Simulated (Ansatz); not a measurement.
RbBr (Fm-3m) from a database of computed structures (r2SCAN geometry), in Ansatz:

```yaml
crystal:
  lattice:
    - [0.00000, 3.46105, 3.46105]
    - [3.46105, 0.00000, 3.46105]
    - [3.46105, 3.46105, 0.00000]
  atoms:
    - { symbol: Rb, position: [0.00000, 0.00000, 0.00000] }
    - { symbol: Br, position: [0.50000, 0.50000, 0.50000] }
```

G0W0@PBE with 614 empty bands, a screening cutoff of 220 eV and a 4×4×4 mesh (PAW, contour deformation) gives 6.876 eV over the mesh points, from a PBE gap of 4.290 eV; it sums over 622 bands with 609 plane waves in the screening and a wave cutoff of 420 eV. G0W0 values are finite-basis, finite-mesh values. (Simulation; spin polarisation is off.)

Problem. Estimate the gap with starting point HSE06.

Solution. 7.432 eV (+0.556 eV), from a Kohn-Sham gap of 5.442 eV.

Problem. Another run gave a Kohn-Sham gap of 4.892 eV and a G0W0 gap of 7.182 eV, summing over 622 bands with 609 plane waves in the screening and a wave cutoff of 500 eV. What was changed?

Solution. Starting point r2SCAN, with them a wave cutoff of 500 eV. The Kohn-Sham gap has moved while bands and screening basis stay; the higher wave cutoff is that of a meta-GGA.

Problem. Estimate the gap with potentials of the kind norm-conserving, with them a wave cutoff of 630 eV.

Solution. 6.821 eV (-0.055 eV), from a Kohn-Sham gap of 4.289 eV.

Spin-orbit coupling is left out.
